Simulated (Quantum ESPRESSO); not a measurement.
# TiC (Fm-3m) in Quantum ESPRESSO: settings compared, part 3 of 3

Quantum ESPRESSO 7.5. Earlier steps stand in the parts before.

### 4 Phonons, PBE

pw.in

```
&CONTROL
  calculation = 'scf'
  prefix = 'pwscf'
  outdir = './tmp'
  pseudo_dir = './pseudo'
  tprnfor = .true.
  tstress = .true.
  disk_io = 'low'
/
&SYSTEM
  ibrav = 0
  nat = 2
  ntyp = 2
  ecutwfc = 45
  ecutrho = 360
  nbnd = 14
  occupations = 'smearing'
  smearing = 'mv'
  degauss = 0.01469973
/
&ELECTRONS
  conv_thr = 4d-10
  electron_maxstep = 120
  mixing_beta = 0.5
/
ATOMIC_SPECIES
Ti    47.8670 ti_pbe_v1.4.uspp.F.UPF
C     12.0110 c_pbe_v1.2.uspp.F.UPF
CELL_PARAMETERS angstrom
   0.0000000000    2.1657188437    2.1657188437
   2.1657188437    0.0000000000    2.1657188437
   2.1657188437    2.1657188437    0.0000000000
ATOMIC_POSITIONS crystal
Ti     0.0000000000    0.0000000000    0.0000000000
C      0.5000000000    0.5000000000    0.5000000000
K_POINTS automatic
11 11 11 0 0 0
```

scf2.in

```
&CONTROL
  calculation = 'scf'
  prefix = 'pwscf'
  outdir = './tmp'
  pseudo_dir = './pseudo'
  tprnfor = .true.
  tstress = .true.
  disk_io = 'low'
/
&SYSTEM
  ibrav = 0
  nat = 2
  ntyp = 2
  ecutwfc = 45
  ecutrho = 360
  nbnd = 14
  occupations = 'smearing'
  smearing = 'mv'
  degauss = 0.01469973
/
&ELECTRONS
  conv_thr = 1d-13
  electron_maxstep = 120
  mixing_beta = 0.5
  startingpot = 'file'
  startingwfc = 'file'
/
ATOMIC_SPECIES
Ti    47.8670 ti_pbe_v1.4.uspp.F.UPF
C     12.0110 c_pbe_v1.2.uspp.F.UPF
CELL_PARAMETERS angstrom
   0.0000000000    2.1657188437    2.1657188437
   2.1657188437    0.0000000000    2.1657188437
   2.1657188437    2.1657188437    0.0000000000
ATOMIC_POSITIONS crystal
Ti     0.0000000000    0.0000000000    0.0000000000
C      0.5000000000    0.5000000000    0.5000000000
K_POINTS automatic
11 11 11 0 0 0
```

ph.in

```
phonons of TiC
&INPUTPH
  prefix = 'pwscf'
  outdir = './tmp'
  tr2_ph = 1d-18
  fildyn = 'dyn'
  niter_ph = 90
  alpha_mix(1) = 0.4
/
0.0000000000 0.0000000000 0.0000000000
```

dynmat.in

```
&INPUT
  fildyn = 'dyn'
  asr = 'crystal'
  filout = 'dynmat.disp'
  fileig = 'dynmat.eig'
/
```

Potentials or basis: GBRV 1.5 PBE.

Command:

```sh
$ OMP_NUM_THREADS=1 pw.x -in pw.in > pw.out
$ OMP_NUM_THREADS=1 pw.x -in scf2.in > scf2.out
$ OMP_NUM_THREADS=1 ph.x -in ph.in > ph.out
$ OMP_NUM_THREADS=1 dynmat.x -in dynmat.in > dynmat.out
```

pw.out:

```text
This program is part of the open-source Quantum ESPRESSO suite
     for quantum simulation of materials; please cite
[... 9 lines left out ...]
     --------------------
     sticks:   dense  smooth     PW     G-vecs:    dense   smooth      PW
     Sum         835     421    139                15665     5601    1067

     Using Slab Decomposition

     bravais-lattice index     =            0
     lattice parameter (alat)  =       5.7878  a.u.
     unit-cell volume          =     137.0985 (a.u.)^3
     number of atoms/cell      =            2
     number of atomic types    =            2
     number of electrons       =        16.00
     number of Kohn-Sham states=           14
     kinetic-energy cutoff     =      45.0000  Ry
     charge density cutoff     =     360.0000  Ry
     scf convergence threshold =      4.0E-10
     mixing beta               =       0.5000
     number of iterations used =            8  plain     mixing
     Exchange-correlation= SLA  PW   PBE  PBE
                           (   1   4   3   4   0   0   0)

     celldm(1)=   5.787832  celldm(2)=   0.000000  celldm(3)=   0.000000
     celldm(4)=   0.000000  celldm(5)=   0.000000  celldm(6)=   0.000000

     crystal axes: (cart. coord. in units of alat)
               a(1) = (   0.000000   0.707107   0.707107 )
               a(2) = (   0.707107   0.000000   0.707107 )
               a(3) = (   0.707107   0.707107   0.000000 )

     reciprocal axes: (cart. coord. in units 2 pi/alat)
               b(1) = ( -0.707107  0.707107  0.707107 )
               b(2) = (  0.707107 -0.707107  0.707107 )
               b(3) = (  0.707107  0.707107 -0.707107 )

     PseudoPot. # 1 for Ti read from file:
     ti_pbe_v1.4.uspp.F.UPF
     Pseudo is Ultrasoft + core correction, Zval = 12.0
     Generated by new atomic code, or converted to UPF format
     Using radial grid of  851 points,  6 beta functions with:
                l(1) =   0
                l(2) =   0
                l(3) =   1
                l(4) =   1
                l(5) =   2
                l(6) =   2
     Q(r) pseudized with  6 coefficients,  rinner =    1.000   1.000   1.000
                                                       1.000   1.000

     PseudoPot. # 2 for C  read from file:
     c_pbe_v1.2.uspp.F.UPF
     Pseudo is Ultrasoft + core correction, Zval =  4.0
     Generated by new atomic code, or converted to UPF format
     Using radial grid of  721 points,  4 beta functions with:
                l(1) =   0
                l(2) =   0
                l(3) =   1
                l(4) =   1
     Q(r) pseudized with  8 coefficients,  rinner =    1.100   1.100   1.100

     atomic species   valence    mass     pseudopotential
     Ti               12.00    47.86700     Ti( 1.00)
     C                 4.00    12.01100     C ( 1.00)

     48 Sym. Ops., with inversion, found

   Cartesian axes

     site n.     atom                  positions (alat units)
         1        Ti     tau(   1) = (   0.0000000   0.0000000   0.0000000  )
         2        C      tau(   2) = (   0.7071068   0.7071068   0.7071068  )

     number of k points=    56  Marzari-Vanderbilt smearing, width (Ry)=  0.0147
                       cart. coord. in units 2pi/alat
        k(    1) = (   0.0000000   0.0000000   0.0000000), wk =   0.0015026
        k(    2) = (   0.0642824   0.0642824  -0.0642824), wk =   0.0120210
        k(    3) = (   0.1285649   0.1285649  -0.1285649), wk =   0.0120210
        k(    4) = (   0.1928473   0.1928473  -0.1928473), wk =   0.0120210
        k(    5) = (   0.2571297   0.2571297  -0.2571297), wk =   0.0120210
        k(    6) = (   0.3214122   0.3214122  -0.3214122), wk =   0.0120210
[... 48 lines left out ...]
        k(   55) = (  -0.0642824  -0.4499770   0.7071068), wk =   0.0360631
        k(   56) = (   0.0000000  -0.3856946   0.6428243), wk =   0.0360631

     Dense  grid:    15665 G-vectors     FFT dimensions: (  36,  36,  36)

     Smooth grid:     5601 G-vectors     FFT dimensions: (  25,  25,  25)

     Check: negative core charge=   -0.000014

     Initial potential from superposition of free atoms

     starting charge      14.9999, renormalised to      16.0000

     negative rho (up, down):  6.927E-04 0.000E+00
     Starting wfcs are   14 randomized atomic wfcs

     Self-consistent Calculation

     iteration #  1     ecut=    45.00 Ry     beta= 0.50
     Davidson diagonalization with overlap
     ethr =  1.00E-02,  avg # of iterations =  3.6

     negative rho (up, down):  1.406E-03 0.000E+00

     total energy              =    -130.41727067 Ry
     estimated scf accuracy    <       1.07458273 Ry

     iteration #  2     ecut=    45.00 Ry     beta= 0.50
     Davidson diagonalization with overlap
     ethr =  6.72E-03,  avg # of iterations =  2.1
[... 87 lines left out ...]
     iteration # 12     ecut=    45.00 Ry     beta= 0.50
     Davidson diagonalization with overlap
     ethr =  2.88E-12,  avg # of iterations =  1.0

     negative rho (up, down):  5.803E-04 0.000E+00

     End of self-consistent calculation

          k = 0.0000 0.0000 0.0000 (   725 PWs)   bands (ev):

   -41.8422 -17.8744 -17.8744 -17.8744   2.3282  15.4176  15.4176  15.4176
    16.3911  16.3911  16.3911  16.4455  16.4455  25.2211

          k = 0.0643 0.0643-0.0643 (   700 PWs)   bands (ev):

   -41.8364 -17.9154 -17.8783 -17.8783   2.5149  14.5988  14.8759  14.8759
    15.7437  15.7437  16.7917  17.9059  17.9059  25.5407

          k = 0.1286 0.1286-0.1286 (   697 PWs)   bands (ev):
[... 96 lines left out ...]
   -41.7637 -18.2942 -18.0316 -17.9339   5.4195   9.7671  11.8689  12.0660
    17.2795  17.6272  18.5441  20.7842  22.5591  25.0909

          k =-0.0643-0.3214 0.3214 (   698 PWs)   bands (ev):

   -41.7763 -18.2282 -18.0208 -17.9124   4.7963  10.4971  12.1887  12.2382
    16.7414  17.6920  18.4981  19.8580  22.6443  25.7860

          k = 0.0000-0.2571 0.2571 (   698 PWs)   bands (ev):

   -41.7936 -18.1471 -17.9818 -17.8942   4.0529  11.4748  12.5548  12.7864
    16.2728  17.3829  18.2922  19.0943  21.9832  26.5031

          k = 0.3857 0.0000-0.0000 (   701 PWs)   bands (ev):

   -41.7867 -18.1343 -17.9708 -17.9708   3.9891  11.0910  13.9679  14.3081
    14.3081  16.9944  18.5736  18.5736  20.9659  28.0156

          k = 0.4500 0.0643-0.0643 (   703 PWs)   bands (ev):
[... 36 lines left out ...]
   -41.7471 -18.2688 -18.0989 -18.0166   4.9237  11.1786  11.9981  13.4885
    15.5910  18.0349  18.4329  19.2126  20.5539  27.4142

          k =-0.0000-0.5143 0.5143 (   706 PWs)   bands (ev):

   -41.7477 -18.2220 -18.1668 -17.9939   5.2092  11.0356  11.3971  12.8457
    16.3960  17.7975  18.5927  20.1983  20.4861  27.3141

          k = 0.6428-0.0000 0.0000 (   700 PWs)   bands (ev):

   -41.7468 -18.3028 -18.0396 -18.0396   4.6100  11.2080  13.1423  14.6434
    14.6434  17.4207  18.2969  18.2969  20.6474  26.5504

          k =-0.0000-0.6428 0.6428 (   708 PWs)   bands (ev):

   -41.7449 -18.3001 -18.0610 -18.0369   4.6989  11.2947  12.7322  14.2630
    14.9614  18.0057  18.1966  18.2968  20.5096  26.7732

          k = 0.2571 0.1286 0.0000 (   689 PWs)   bands (ev):

   -41.8083 -18.0641 -17.9395 -17.9002   3.4498  12.1296  13.5394  13.5789
    15.5902  16.8760  18.0560  18.5603  20.7438  26.7944

          k = 0.3214 0.1928-0.0643 (   699 PWs)   bands (ev):

   -41.7901 -18.1669 -17.9717 -17.9124   4.1488  11.1865  12.6401  12.9674
    16.0490  17.3334  18.2930  19.4693  21.7891  26.5454

          k = 0.3857 0.2571-0.1286 (   701 PWs)   bands (ev):
[... 26 lines left out ...]
   -41.7550 -18.2790 -18.0784 -17.9701   5.4585  10.0598  11.6877  12.2826
    17.2869  17.4947  18.5113  20.7826  21.4729  26.0727

          k =-0.0643-0.3214 0.4500 (   698 PWs)   bands (ev):

   -41.7613 -18.2520 -18.0767 -17.9502   5.2533  10.1891  11.8664  12.2408
    16.9672  17.7957  18.5948  19.9689  22.1651  26.2628

          k = 0.0000-0.2571 0.3857 (   697 PWs)   bands (ev):

   -41.7744 -18.2113 -18.0371 -17.9276   4.7375  10.6136  12.2994  12.4059
    16.4547  17.8178  18.6265  19.3718  22.3022  26.6972

          k = 0.5143 0.1286 0.0000 (   698 PWs)   bands (ev):

   -41.7603 -18.2430 -18.0341 -18.0048   4.6665  10.8006  12.7520  13.5579
    15.3349  17.7871  18.5561  18.7810  21.2399  27.7513

          k =-0.1286-0.5143 0.6428 (   699 PWs)   bands (ev):

   -41.7514 -18.2576 -18.0801 -18.0147   4.9684  10.9080  12.1048  13.0365
    15.9884  18.0216  18.4450  19.2573  20.9342  27.7665

          k =-0.0643-0.4500 0.5785 (   705 PWs)   bands (ev):

   -41.7483 -18.2340 -18.1401 -18.0043   5.2304  10.9074  11.5571  12.6350
    16.6571  17.7847  18.4828  20.2681  20.4287  27.4434

          k = 0.0000-0.3857 0.5143 (   699 PWs)   bands (ev):

   -41.7520 -18.2144 -18.1579 -17.9790   5.3574  10.4937  11.5951  12.3475
    17.3572  17.3882  18.6455  19.8724  21.4081  27.0466

          k =-0.0643-0.5785 0.7071 (   703 PWs)   bands (ev):

   -41.7466 -18.2845 -18.0609 -18.0404   4.7702  11.2087  12.5854  13.6542
    15.4423  18.1097  18.2991  18.4333  20.6092  27.1633

          k =-0.0000-0.5143 0.6428 (   701 PWs)   bands (ev):
[... 11 lines left out ...]
   -41.7499 -18.2319 -18.1283 -18.0068   5.2863  10.7217  11.6909  12.3411
    17.1239  17.6314  18.4437  19.9833  20.8571  27.4773

          k =-0.0643-0.4500 0.7071 (   706 PWs)   bands (ev):

   -41.7462 -18.2354 -18.1179 -18.0405   5.1051  11.2304  11.9170  12.4348
    16.6937  17.9795  18.3082  19.3615  20.4412  28.6039

          k = 0.0000-0.3857 0.6428 (   702 PWs)   bands (ev):

   -41.7456 -18.1921 -18.1702 -18.0370   5.2254  11.3678  11.5117  12.2399
    17.2321  17.6485  18.3330  19.9520  20.0690  28.3166

     the Fermi energy is    14.7619 ev

!    total energy              =    -130.86304078 Ry
     estimated scf accuracy    <          4.3E-11 Ry
     smearing contrib. (-TS)   =      -0.00002248 Ry
     internal energy E=F+TS    =    -130.86301830 Ry

     The total energy is F=E-TS. E is the sum of the following terms:
     one-electron contribution =     -29.60558763 Ry
     hartree contribution      =      22.84434524 Ry
     xc contribution           =     -21.69876573 Ry
     ewald contribution        =    -102.40301018 Ry

     convergence has been achieved in  12 iterations

     negative rho (up, down):  5.803E-04 0.000E+00

     Forces acting on atoms (cartesian axes, Ry/au):

     atom    1 type  1   force =    -0.00000000    0.00000000    0.00000000
     atom    2 type  2   force =     0.00000000   -0.00000000   -0.00000000

     Total force =     0.000000     Total SCF correction =     0.000000

     Computing stress (Cartesian axis) and pressure

     negative rho (up, down):  5.803E-04 0.000E+00
          total   stress  (Ry/bohr**3)                   (kbar)     P=        1.78
   0.00001210   0.00000000   0.00000000            1.78        0.00        0.00
   0.00000000   0.00001210  -0.00000000            0.00        1.78       -0.00
   0.00000000  -0.00000000   0.00001210            0.00       -0.00        1.78

=------------------------------------------------------------------------------=
   JOB DONE.
=------------------------------------------------------------------------------=
```

Run time: 3.2 min. Hardware: 1 thread of Arm Neoverse N1, shared host; peak memory 0.09 GiB.

What came out:

```
Free energy                   : -1780.4824 eV
Pressure after relaxing       : 0.2 GPa
Band gap on the k mesh        : none (metal or under the smearing width)
Highest phonon frequency at Γ : 508 cm⁻¹
```

Levels at points of the mesh, in eV from the Fermi level:
```tsv
k point	band 5	band 6	band 7	band 8	band 9	band 10	band 11	band 12
(0.00, 0.00, 0.00)	-12.43	0.66	0.66	0.66	1.63	1.63	1.63	1.68
```

Phonon frequencies in cm⁻¹ (negative: imaginary):
| q point | frequencies |
| --- | --- |
| (0.000, 0.000, 0.000) | -2 -2 -2 508 508 508 |

Optical modes at Γ, degenerate ones joined:
| cm⁻¹ | components | symmetry | active in |
| --- | --- | --- | --- |
| 508 | 3 | T1u | IR |

### 5 Overview

| level | potentials or basis | cutoff (eV) | gap on the mesh (eV) | pressure (GPa) |
| --- | --- | --- | --- | --- |
| WC | PseudoDojo 0.4.1 SR PBE standard | 1143 | none | 0.0 |
| vdW-DF-cx | PseudoDojo 0.4.1 SR PBE standard | 1143 | none | 0.0 |
| PBE | GBRV 1.5 PBE | 612 | none | 0.2 |

Alike in all rows: task phonons; no spin polarisation; cell relaxed; k mesh 11 × 11 × 11; smearing cold 0.2 eV.

Caveats: the potentials were made for another functional, which shifts forces and pressure (some runs).

Total energies depend on the potentials used, so only differences within one code and one set of settings carry meaning.
